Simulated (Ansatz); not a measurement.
Input:

SrF₂ (fluorite, Fm-3m), a = 5.6630 Å, b = 5.6630 Å, c = 5.6630 Å, α = 90.00°, β = 90.00°, γ = 90.00°; the cell used has 3 atoms.

This is the LDA-relaxed structure.

### Question
All from LDA (plane waves, PAW; program Ansatz), unless another level is named. Estimate the band gap.

### Answer
6.96 eV (indirect).

### Question
And the weight of the conduction-edge state by species (Voronoi cells)?

### Answer
F 79 %, Sr 21 %.

### Question
Next, the conduction-band minimum?

### Answer
at Γ.

Symmetry was held in the LDA relaxation; phonons on a q-mesh show no instability. Spin–orbit coupling is left out wherever it is not named.

Potentials: the later of the program's two PAW sets.
